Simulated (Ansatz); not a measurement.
# SnO2 (P6_3/mmc) in Ansatz: relaxation of cell and atoms with r2SCAN

Aim: the relaxation of cell and atoms of SnO2 with r2SCAN.

Program: Ansatz 0.2.0. These are calculated values, not measurements. Logs are shortened: lines on timing, memory, paths and dates and some standing lists are left out, and cuts for length are marked.

### Step 1. Starting point

Symmetry: P6_3/mmc, No. 194, hexagonal system. Conventional cell: a = 3.231 Å, b = 3.231 Å, c = 10.791 Å, α = 90.00°, β = 90.00°, γ = 120.00°. Around Sn (site symmetry -3m) lie 6 O at 2.12 Å. O (site symmetry 3m) has 3 Sn at 2.12 Å as nearest neighbours.

Measurements of this composition are mostly on another form, of space group No. 136.

### Step 2. Relaxation of cell and atoms, r2SCAN

input.yaml reads:

```yaml
crystal:
  lattice:
    - [3.2305756168, 0.0, 0.0]
    - [-1.6152878084, 2.797760553, 0.0]
    - [0.0, 0.0, 10.790562]
  atoms:
    - { symbol: Sn, position: [0.0, 0.0, 0.0] }
    - { symbol: Sn, position: [0.0, 0.0, 0.5] }
    - { symbol: O, position: [0.3333333333, 0.6666666667, 0.905862] }
    - { symbol: O, position: [0.3333333333, 0.6666666667, 0.594138] }
    - { symbol: O, position: [0.6666666667, 0.3333333333, 0.094138] }
    - { symbol: O, position: [0.6666666667, 0.3333333333, 0.405862] }
hamiltonian:
  xc: r2scan
  pseudopotentials: { kind: paw }
kpoints:
  mp_grid: { grid: [9, 9, 3] }
scf:
  occupations: { method: fermi_dirac, width: 0.05 }
output:
  forces: true
  stress: true
  eigenvalues: true
  write_density: true
  write_potential: true
  elf: true
  volumetric_format: npy
relax:
  f_tol: 0.01
  max_steps: 40
  cell: { stress_tol: 0.05 }
```

Potentials or basis: Ansatz PAW.

Run with:

```bash
$ ansatz run input.yaml --threads 2 --pin off --max-ram 5632MiB --backend cpu --events-out ev --progress --plain --runs-dir out
```

Output:

```text
Warning: RAYON_NUM_THREADS=2 ignored (pool sized by the plan → 2); use --threads N
Engine: ansatz 0.2.0, aarch64-unknown-linux-gnu
Pseudopotentials: kind: paw
Pseudopotential: Sn, paw, valence charge 14, recommended cutoff 500 eV (meta_gga), Sn.paw.azcp
Pseudopotential: O, paw, valence charge 6, recommended cutoff 500 eV (meta_gga), O.paw.azcp
Functional definition: r2SCAN
  parameter k0 = 0.174
  parameter k1 = 0.065
  parameter a1 = 4.9479
  exchange = r2scan_x(k0 = k0, k1 = k1, a1 = a1)
  correlation = r2scan_c
Crystal: 6 atoms, lattice volume = 97.529 Å³
Basis set: ecut = 500 eV, 2445 PW (Γ), exchange–correlation on 96×96×320 points (64 copies of the dense FFT grid, shifted against one another)
Bands: 32, of which v1, the nominal top of the filled ones, is band 26 counted from 1 (25 counted from 0)
Symmetry: 24 space group operations
Space group: P63/mmc (ITA 194), of the structure as read, at distance tolerance 4.6e-5 Å
k-points: 24 of 243
Non-local potential: Sn, projectors of the file, l = 0: 2, l = 1: 2, l = 2: 2, l = 3: 2
Non-local potential: O, projectors of the file, l = 0: 2, l = 1: 2, l = 2: 1
PAW form: soft (Blöchl's): semilocal exchange-correlation on the pseudo side does not see the compensation charge
PAW frozen core: Sn, regenerated for the run's functional (the file was generated under x = pbe(κ = 0.804, μ = 0.2195149727645171), c = pbe(β = 0.06672455060314922))
PAW frozen core: O, regenerated for the run's functional (the file was generated under x = pbe(κ = 0.804, μ = 0.2195149727645171), c = pbe(β = 0.06672455060314922))
PAW one-centre angular grid: Sn, 590 points (default); XC on 249 of its mesh's 2787 points in the sphere
PAW one-centre angular grid: O, 302 points (default); XC on 160 Gauss nodes
Initial density: superposition of atomic densities (neutral atoms: chi_scale 0, normalization atom), corrected by the library's trained network
Initial wavefunctions: pseudopotential atomic-orbital guess
Functional: x = r2scan, c = r2scan; τ floored in thin density (d = 2e-4 eV/Å³)
SCF iter   1: F=—  HF=-14350.810886 eV  |F-HF|=—  |Δ(HF+E_count)|=         —  Δρ=9.23e-3  dr2=7.38e-2  dr2_τ=2.23e-1  ethr=1.77e-3  ⟨swp⟩=6.7  Hψ=3537  notcnv=0
preconditioner: auto → Resta (q_TF=auto, 2.457 Å⁻¹)  ε∞=2.9  [insulator: Δε(μ)=2.685 eV  Ē_g=19.669 eV  σ=0.050 eV  W_gap=1.00  n_scr=26 (ndim 8)  ℏωp=27.1 eV  f_vac=0.255  D(μ)=0.00/eV (n_scr^D=0)  ε∞_Penn≈2.9]
SCF iter   2: F=—  HF=-14350.919416 eV  |F-HF|=—  |Δ(HF+E_count)|=   1.09e-1  Δρ=5.23e-3  dr2=1.71e-2  dr2_τ=1.35e-3  ethr=1.42e-4  ⟨swp⟩=2.5  Hψ=1453  notcnv=0  defer=44
SCF iter   3: F=—  HF=-14350.917649 eV  |F-HF|=—  |Δ(HF+E_count)|=   1.77e-3  Δρ=1.04e-3  dr2=1.20e-3  dr2_τ=1.61e-4  ethr=3.29e-5  ⟨swp⟩=2.4  Hψ=1014  notcnv=0  defer=44
SCF iter   4: F=—  HF=-14350.917575 eV  |F-HF|=—  |Δ(HF+E_count)|=   7.46e-5  Δρ=2.93e-4  dr2=7.09e-5  dr2_τ=5.44e-6  ethr=2.31e-6  ⟨swp⟩=2.0  Hψ=1044  notcnv=0  defer=44
SCF iter   5: F=—  HF=-14350.917601 eV  |F-HF|=—  |Δ(HF+E_count)|=   2.62e-5  Δρ=1.20e-4  dr2=2.12e-5  dr2_τ=9.72e-7  ethr=1.36e-7  ⟨swp⟩=2.1  Hψ=1099  notcnv=0  defer=44
SCF iter   6: F=—  HF=-14350.917599 eV  |F-HF|=—  |Δ(HF+E_count)|=   1.79e-6  Δρ=4.80e-5  dr2=3.06e-6  dr2_τ=7.35e-8  ethr=4.07e-8  ⟨swp⟩=3.0  Hψ=1332  notcnv=0  defer=44
SCF iter   7: F=-14350.917599 eV  HF=-14350.917599 eV  |F-HF|=4.65e-8  |Δ(HF+E_count)|=   3.94e-8  Δρ=5.75e-6  dr2=4.41e-8  dr2_τ=1.65e-9  ethr=1.92e-10  ⟨swp⟩=14.1  Hψ=6486  notcnv=0
SCF 1 converged in 7 iterations: F = -14350.917599 eV  dr2 = 4.41e-8
relax step   1: F+E_penalty+E_count = -14350.91759904 eV  Δ(F+E_penalty+E_count) = +0.000e0 eV  max|allowed force component| = 6.305e-1 eV/Å  Δτ_max = 0.0000 Å  P = -6.094 GPa  Ω = 97.529 Å³  (7 SCF iters, dr2 threshold 1.00e-7 eV, accepted)
Crystal: 6 atoms, lattice volume = 95.489 Å³
Basis set: ecut = 500 eV, 2409 PW (Γ), exchange–correlation on 96×96×320 points (64 copies of the dense FFT grid, shifted against one another)
Initial density: handed on by an earlier stage of this run
Initial wavefunctions: those handed on with the density
iter 1 solved again at ethr=6.91e-5 eV; its pass at ethr=3.10e-3 eV (dr2=3.59e-2 eV) is discarded
[... 57 lines left out ...]
Basis set: ecut = 500 eV, 2507 PW (Γ), exchange–correlation on 96×96×324 points (64 copies of the dense FFT grid, shifted against one another)
Initial wavefunctions: pseudopotential atomic-orbital guess (no wavefunctions were taken with the density)
iter 1 solved again at ethr=6.91e-8 eV; its pass at ethr=3.10e-3 eV (dr2=3.59e-5 eV) is discarded
SCF iter   1: F=—  HF=-14351.008619 eV  |F-HF|=—  |Δ(HF+E_count)|=         —  Δρ=1.52e-4  dr2=8.49e-7  dr2_τ=1.56e-6  ethr=6.91e-8  ⟨swp⟩=3.9  Hψ=6012  notcnv=0
preconditioner: auto → Resta (q_TF=auto, 2.456 Å⁻¹)  ε∞=2.8  [insulator: Δε(μ)=3.027 eV  Ē_g=19.981 eV  σ=0.050 eV  W_gap=1.00  n_scr=26 (ndim 8)  ℏωp=27.1 eV  f_vac=0.279  D(μ)=0.00/eV (n_scr^D=0)  ε∞_Penn≈2.8]
SCF iter   2: F=—  HF=-14351.009802 eV  |F-HF|=—  |Δ(HF+E_count)|=   1.18e-3  Δρ=7.67e-5  dr2=2.02e-7  dr2_τ=3.95e-6  ethr=1.63e-9  ⟨swp⟩=3.0  Hψ=1752  notcnv=0
SCF iter   3: F=—  HF=-14351.009883 eV  |F-HF|=—  |Δ(HF+E_count)|=   8.11e-5  Δρ=2.08e-5  dr2=2.60e-8  dr2_τ=2.79e-7  ethr=3.89e-10  ⟨swp⟩=3.0  Hψ=1518  notcnv=0
SCF iter   4: F=—  HF=-14351.009888 eV  |F-HF|=—  |Δ(HF+E_count)|=   5.07e-6  Δρ=2.48e-6  dr2=1.57e-9  dr2_τ=3.15e-9  ethr=5.00e-11  ⟨swp⟩=2.1  Hψ=1190  notcnv=0
SCF iter   5: F=—  HF=-14351.009888 eV  |F-HF|=—  |Δ(HF+E_count)|=   5.25e-8  Δρ=3.58e-7  dr2=1.90e-10  dr2_τ=1.06e-11  ethr=3.02e-12  ⟨swp⟩=2.5  Hψ=1286  notcnv=0
SCF iter   6: F=-14351.009888 eV  HF=-14351.009888 eV  |F-HF|=6.00e-11  |Δ(HF+E_count)|=  2.69e-10  Δρ=1.14e-7  dr2=3.60e-11  dr2_τ=8.96e-13  ethr=1.00e-12  ⟨swp⟩=7.8  Hψ=3998  notcnv=0
SCF 7 converged in 6 iterations: F = -14351.009888 eV  dr2 = 3.60e-11
relax step   7: F+E_penalty+E_count = -14351.00988785 eV  Δ(F+E_penalty+E_count) = -2.849e-5 eV  max|allowed force component| = 8.395e-4 eV/Å  Δτ_max = 0.0000 Å  P = +0.012 GPa  Ω = 97.742 Å³  stress off target by 1.65e-2 GPa  SCF on the basis re-selected at this cell (its energy is not comparable with the rows above)  (6 SCF iters)
basis re-selected at this cell: Δ(F+E_penalty+E_count) = -2.849e-5 eV, ΔP = +0.006 GPa vs the last step (what re-selecting the basis moved, of the pressure what is left beyond the Pulay correction that the steps carried, after the strain that the cell walked since its last selection, with what the two solves' SCF thresholds leave and, on support functions, any second-order correction that the steps lacked; it is no measure of the basis error at this ecutwfc). The dense FFT grid was sized anew with the basis: this SCF ran on 24×24×81 points, the steps before it on 24×24×80, so part of this shift can come from that change (see relax.cell in the input reference). This SCF's stress stands 1.65e-2 GPa from its target on what of the cell is left free (relax.cell.stress_tol is 5.00e-2 GPa) and its largest allowed force component is 8.39e-4 eV/Å (relax.f_tol is 1.00e-2 eV/Å): within both
SCF converged after 6 iterations
Free energy (F): -14351.009888 eV
Harris-Foulkes:  -14351.009888 eV  (|F-HF|=6.00e-11)
Internal energy: -14351.009888 eV  (E = F + TS)
E sigma→0 (E₀):  -14351.009888 eV
Fermi energy:    5.609515 eV
--- Per-component energies (eV) ---
  E_band       = -391.933563
  E_kinetic    = 1083.025570
  E_local      = -5305.783232  (includes V_loc(G=0)·N_el)
  E_nonlocal   = 130.334115
  E_hartree    = 2598.245524
  E_xc         = -1036.197518
  E_vxc        = -624.191203  (∫ρ·V_xc dr)
  E_paw        = -8982.516445  (= ΣΔE_a)
  E_vpaw       = -912.115819  (= ΣTr[D̂ρ^β])
  E_aug_tail   = 0.004040  (compensation charges beyond the density's cutoff)
  E_vtau       = 40.301524  (kinetic-family band-sum trace: ∫τ·v_τ [+ j·A + Jᵃ·Aᵃ] dr)
  E_ewald      = -2839.464817
  E_core_change = 1.342876  (= ΣΔE_core)
  E_smearing   = -0.000000  (= −TS)
  E_closure    = -0.000000  (closes the sum)
  Σ components = -14351.009888   (vs F -14351.009888, Δ=0.00e0)
--- Forces (eV/Å), atoms counted from 1 ---
  atom   1  Sn    -0.00000000     0.00000000     0.00000000
  atom   2  Sn    -0.00000000    -0.00000000     0.00000000
  atom   3  O      0.00000000     0.00000000    -0.00083948
  atom   4  O      0.00000000     0.00000000     0.00083948
  atom   5  O      0.00000000    -0.00000000     0.00083948
  atom   6  O      0.00000000    -0.00000000    -0.00083948
  max |Σ_I F_I| component: 5.55e-17 eV/Å
--- Stress (GPa, compression-positive) ---
        0.009651      -0.000000      -0.000000
        0.000000       0.009651       0.000000
       -0.000000       0.000000       0.016458
  P = ⅓ Tr σ = 0.0119 GPa (0.119 kbar)
--- Band table (eV; the first three rows and the last of 24) ---
  k-point 0: bands = ["-16.6268", "-16.6255", "-16.2647", "-16.2647", "-16.2647", "-16.2647", "-16.0299", "-16.0299", "-16.0299", "-16.0299", "-14.8619", "-14.8471", "-13.2624", "-13.2372", "0.3564", "0.5591", "2.6859", "2.6859", "2.6987", "2.6987", "3.0361", "3.1778", "3.1778", "3.1910", "3.1910", "3.4939", "7.0290", "7.6542", "10.4145", "10.7915", "14.5046", "14.5188"]
  k-point 1: bands = ["-16.6265", "-16.6258", "-16.2647", "-16.2647", "-16.2647", "-16.2647", "-16.0299", "-16.0299", "-16.0299", "-16.0299", "-14.8582", "-14.8508", "-13.2560", "-13.2434", "0.4031", "0.5041", "2.6891", "2.6891", "2.6955", "2.6955", "3.1485", "3.1812", "3.1812", "3.1878", "3.1878", "3.3762", "7.1832", "7.4938", "10.5176", "10.7047", "14.5132", "14.5203"]
  k-point 2: bands = ["-16.5647", "-16.5636", "-16.4007", "-16.4000", "-16.2356", "-16.2356", "-16.0613", "-16.0611", "-16.0312", "-16.0312", "-14.7967", "-14.7818", "-13.0172", "-12.9931", "0.1334", "0.2665", "2.0187", "2.1349", "2.3638", "2.3765", "2.7562", "2.9267", "3.3190", "3.3338", "3.4206", "3.7222", "7.6987", "8.2190", "10.8143", "11.2679", "14.2343", "14.7560"]
  k-point 23: bands = ["-16.8841", "-16.8841", "-16.8824", "-16.8824", "-16.0616", "-16.0616", "-16.0616", "-16.0616", "-16.0265", "-16.0264", "-12.4804", "-12.4804", "-12.4668", "-12.4668", "-2.4869", "-2.4753", "0.2483", "0.2483", "0.2860", "0.2860", "1.2764", "1.3064", "3.6815", "3.6815", "3.8416", "3.8416", "11.3519", "11.3569", "14.5351", "14.8972", "15.4548", "15.4548"]
--- Relaxed structure (6 steps of the walk, 6 accepted, 1 SCFs on fresh bases) ---
  F+E_penalty+E_count = -14351.00988785 eV   max|allowed force component| = 8.395e-4 eV/Å   (the final SCF, on the basis selected at the relaxed cell)
  cell:  # Å, volume = 97.7421 Å³
    - [3.1886376271068424, -7.040027060746421e-37, 0.0]
    - [-1.5943188135534212, 2.7614411885374572, 0.0]
    - [0.0, 0.0, 11.100451280888896]
  atoms:
    - { symbol: Sn, position: [-4.512116706089127e-35, 1.242913196046493e-35, -1.4873568404710494e-36] }
    - { symbol: Sn, position: [2.9270107617747137e-34, 1.242913196046493e-35, 0.5] }
    - { symbol: O, position: [0.3333333333333333, 0.6666666666666666, 0.9106962849246204] }
    - { symbol: O, position: [0.3333333333333333, 0.6666666666666666, 0.5893037150753794] }
    - { symbol: O, position: [0.6666666666666665, 0.3333333333333333, 0.08930371507537947] }
    - { symbol: O, position: [0.6666666666666665, 0.3333333333333333, 0.4106962849246208] }
```

Wall time 47 s (2 threads of Arm Neoverse V1, shared host); peak memory 0.6 GiB.

What came out:

```
Free energy                            : -14351.0099 eV
Relaxed volume                         : 16.29 Å³/atom
Relaxed cell                           : a = 3.189 Å, b = 3.189 Å, c = 11.100 Å, α = 90.00°, β = 90.00°, γ = 120.00°
Space group after relaxing (to 0.05 Å) : P6_3/mmc (No. 194)
Energy gained by relaxing              : 15.4 meV/atom
Ionic steps                            : 7
Pressure after relaxing                : 0.0 GPa
Band gap on the k mesh                 : 3.03 eV, indirect (least direct gap 3.54 eV)
```

The path:
```
step  energy change (eV)  largest force (eV/Å)  volume (Å³)
   1              0.0000                0.6305        97.53
   2             -0.0916                0.0275        95.49
   3             -0.0917                0.0437        96.37
   4             -0.0923                0.0058        96.52
   5             -0.0924                0.0016        97.17
   6             -0.0923                0.0008        97.74
   7             -0.0923                0.0008        97.74
```

Final structure:
```
Sn O
1.0
     3.18864    0.00000    0.00000
    -1.59432    2.76144    0.00000
     0.00000    0.00000   11.10045
Sn O
2 4
Direct
  0.00000 0.00000 0.00000
  0.00000 0.00000 0.50000
  0.33333 0.66667 0.91070
  0.33333 0.66667 0.58930
  0.66667 0.33333 0.08930
  0.66667 0.33333 0.41070
```

Caveat: odd divisions of the mesh miss points on the zone boundary, where band edges often lie, so the gap on the mesh can be too wide; the plane-wave basis is chosen anew once the cell has moved, so the energies of steps on either side of that aren't comparable; spin-orbit coupling is left out, which moves the levels of the heavy elements; the PAW data sets come from PBE, with cores solved anew for the run's functional, which leaves a small shift of forces and pressure. A k mesh can miss the band edges.
